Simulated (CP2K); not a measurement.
A worked fit of the energy against the mesh, with one run withheld: AlSb (R3m, 2 atoms in the cell)

```
CELL_PARAMETERS angstrom
      4.32861     0.00000     0.00000
      2.16431     3.74869     0.00000
      2.16431     1.24956     3.53430
ATOMIC_POSITIONS crystal
  Al 0.00472 0.00472 0.00472
  Sb 0.25000 0.25000 0.25000
```

Level of theory: CP2K 2026.2 with PBE, GPW, DZVP-MOLOPT-SR-GTH basis, GTH-PBE potentials (GTH_POTENTIALS).

Base settings: CUTOFF = 400 Ry; REL_CUTOFF = 50 Ry; SMEAR/METHOD = FERMI_DIRAC; ELECTRONIC_TEMPERATURE = 116.05 K; KPOINTS/SCHEME = MONKHORST-PACK 3 3 3; XC_FUNCTIONAL = PBE; Al/BASIS_SET = DZVP-MOLOPT-SR-GTH-q3; Al/POTENTIAL = GTH-PBE-q3; Sb/BASIS_SET = DZVP-MOLOPT-SR-GTH-q5; Sb/POTENTIAL = GTH-PBE-q5.

The last step of the ladder, which sets the zero, is KPOINTS/SCHEME = MONKHORST-PACK 20 20 20.

The starting cell has typed, rounded lattice constants, without a prior relaxation at this level. Its lattice was rescaled by up to half a per cent. One atom was moved a little off its site on purpose. Values carry the incompleteness of an atom-centred basis. In the cell shown, with a pressure of about 3 GPa the cell is away from its equilibrium volume at this level.

In a gapped crystal the sum over the mesh converges exponentially with the size of the supercell that the mesh stands for: ln(ΔF) = a + b·N.

```
KPOINTS/SCHEME        divisions along the first axis  F less the last step's (meV/atom)  ln of it
--------------------  ------------------------------  ---------------------------------  --------
MONKHORST-PACK 4 4 4                               4                              68.13     4.221
MONKHORST-PACK 5 5 5                               5                                  ?         ?
MONKHORST-PACK 6 6 6                               6                               8.14     2.097
MONKHORST-PACK 7 7 7                               7                               3.16     1.151
MONKHORST-PACK 8 8 8                               8                               1.29     0.255
```

Question: Fit the line to the 4 rows given and predict the withheld one.

Answer: Means: x̄ = 6.2500, ȳ = 1.9310. Σ(x − x̄)(y − ȳ) = -8.712 and Σ(x − x̄)² = 8.750, so b = -0.9957 and a = ȳ − b·x̄ = 8.1541; each further division cuts the miss by a factor of 2.7. The largest residual of the fitted rows is 0.083. At x = 5 the line gives 3.176, that is 24.0 meV/atom. The run gave 22.50 meV/atom, a miss of 1.50 meV/atom (7 %). The table is a window of a longer ladder. The rows were chosen because the form fits them, the withheld one included, so this shows the method and is no test of the form.

Left out of this page: 9 runs of the series outside the window shown, repeating another row's setting, or not comparable.
